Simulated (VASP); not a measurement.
# HgTe: restarted molecular dynamics, 2 variants

HgTe, I-4m2 (no. 119), 8 atoms in the cell. PBE, molecular dynamics; PAW potentials Hg, Te (PBE set).

| Restart from | Temperature at the end (K) | The same without a restart (K) | Potential energy at the end (eV/atom) | The same without a restart (eV/atom) | Electronic steps in the first step after the restart | Time (s) |
|---|---|---|---|---|---|---|
| CONTCAR with velocities, WAVECAR read | 1197.0 | 1197.0 | -1.39106 | -1.39105 | 4 | 258 |
| CONTCAR with velocities, no WAVECAR | 1197.0 | 1197.0 | -1.39106 | -1.39105 | 13 | 240 |

Limits: 240 fs of 8 atoms are too short for converged averages.

## Input of the first row

INCAR.step1:
```
SYSTEM = HgTe
  GGA = PE
  PREC = Normal
  ENCUT = 240
  EDIFF = 1E-6
  NELMIN = 4
  NELM = 60
  ALGO = Normal
  LREAL = Auto
  LASPH = .TRUE.
  ISMEAR = 0
  SIGMA = 0.05
  ISYM = 0
  LWAVE = .TRUE.
  LCHARG = .FALSE.
  IBRION = 0
  NSW = 30
  POTIM = 4.0
  TEBEG = 1600
  ISIF = 2
  RANDOM_SEED = 837711 0 0
  MDALGO = 4
  NHC_NCHAINS = 3
  NHC_PERIOD = 30
  KPAR = 2
```

INCAR.step2, as INCAR.step1 but for:
```
- LWAVE = .TRUE.
+ LWAVE = .FALSE.
```

KPOINTS:
```
k-points
0
Monkhorst-Pack
  2 2 2
```

POSCAR.step1:
```
HgTe
1.0
    6.0912060000      0.0000000000      0.0000000000
    0.0000000000      6.0912060000      0.0000000000
    0.0000000000      0.0000000000      6.2376400000
Hg Te
4 4
Direct
    0.0000000000      0.5000000000      0.3750000000
    0.0000000000      0.5000000000      0.8750000000
    0.5000000000      0.0000000000      0.1250000000
    0.5000000000      0.0000000000      0.6250000000
    0.0000000000      0.0000000000      0.0000000000
    0.0000000000      0.0000000000      0.5000000000
    0.5000000000      0.5000000000      0.2500000000
    0.5000000000      0.5000000000      0.7500000000
```

Commands (each step's output is kept before the next begins):
```
cat potpaw_PBE.64/Hg/POTCAR potpaw_PBE.64/Te/POTCAR > POTCAR
cp INCAR.step1 INCAR
cp POSCAR.step1 POSCAR
mpirun -np 2 vasp_std > vasp.out
cp CONTCAR POSCAR
cp INCAR.step2 INCAR
mpirun -np 2 vasp_std > vasp.out
```

Changes of the last row against the first:
```
(step 1)
- LWAVE = True
+ LWAVE = False
```

VASP 6.6.1 took 258 s on 2 cores (Intel Xeon Platinum 8175M @ 2.50GHz (Skylake/Cascade Lake)), a shared host.
